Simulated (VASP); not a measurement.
GaSb: relaxation of the atoms with PBE+D3(BJ)

GaSb:

```
CELL_PARAMETERS angstrom
0.00000 3.12620 3.12620
3.12620 0.00000 3.12620
3.12620 3.12620 0.00000
ATOMIC_POSITIONS crystal
Ga 0.00000 0.00000 0.00000
Sb 0.25000 0.25000 0.25000
```

The cell isn't the ideal one: a relaxed cell with its volume scaled by 1.06.

| Property | Result |
| --- | --- |
| Program | VASP 6.6.1 |
| Task | relaxation of the atoms |
| Functional | PBE |
| Dispersion | D3(BJ) |
| Potentials or basis | VASP PAW PBE potentials, release 64 (Ga_d, Sb) |
| Cutoff | 600 eV |
| k mesh | 10 × 10 × 10 |
| Occupations | gaussian, width 0.03 eV |
| Spin | no spin polarisation |
| Further INCAR settings | ALGO = Normal; EDIFF = 1e-07; IBRION = 2; EDIFFG = -0.01; NSW = 40 |

| Item | Value |
| --- | --- |
| Pressure after relaxing | -2.6 GPa |
| Band gap on the k mesh | none (metal or under the smearing width) |
| Dispersion energy per atom | -0.309 eV |

Final structure:
```xyz
2
Lattice="0.0000 3.1262 3.1262 3.1262 0.0000 3.1262 3.1262 3.1262 0.0000" Properties=species:S:1:pos:R:3 pbc="T T T"
Ga    0.0000    0.0000    0.0000
Sb    1.5631    1.5631    1.5631
```

Levels at points of the mesh, in eV from the Fermi level:
| k point | band 5 | band 6 | band 7 | band 8 | band 9 | band 10 | band 11 | band 12 | band 13 |
| --- | --- | --- | --- | --- | --- | --- | --- | --- | --- |
| (0.00, 0.00, 0.00) | -14.89 | -11.05 | -0.42 | -0.01 | -0.01 | -0.01 | 2.78 | 2.78 | 2.78 |
| (0.50, 0.00, 0.00) | -14.89 | -9.59 | -6.07 | -1.06 | -1.06 | 0.27 | 3.73 | 3.73 | 6.49 |
| (0.50, 0.50, 0.00) | -14.88 | -8.85 | -6.53 | -2.36 | -2.36 | 0.96 | 1.36 | 8.25 | 8.25 |

It took 18 s on 1 thread of Intel(R) Xeon(R) 6975P-C (Granite Rapids) (shared host), peak memory 0.24 GiB.

Caveat: the relaxation stopped at its first step, so nothing moved; pairwise dispersion overbinds metals, which lowers pressure and volume. Spin-orbit coupling is left out, which matters for the levels of Sb.
